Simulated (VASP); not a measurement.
HgSe:

```
Hg Se
1.0
     0.00000    3.07281    3.07281
     3.07281    0.00000    3.07281
     3.07281    3.07281    0.00000
Hg Se
1 1
Direct
  0.00000 0.00000 0.00000
  0.25000 0.25000 0.25000
```

Program: VASP 6.6.1. Alike in all runs: potentials or basis VASP PAW PBE potentials, release 64 (Hg, Se); cell as given; k mesh 10 × 10 × 10; cutoff (eV) 520; smearing gaussian 0.03 eV. Hardware: 4 MPI ranks on Intel(R) Xeon(R) Platinum 8488C (Sapphire Rapids), on a shared host.

Q: Order these runs on this cell by their wall time, lowest first.
A. task band structure; level TB-mBJ; spin SOC, no magnetisation
B. task optical spectrum; level PBE; spin off
C. task band structure; level TB-mBJ; spin off
D. task band structure; level PBE; spin SOC, no magnetisation

A: B (16 s), C (37 s), D (97 s), A (250 s).

Caveats: independent-particle spectra lack excitons (some runs); the intraband (Drude) part of a metal's response may be missing (some runs).
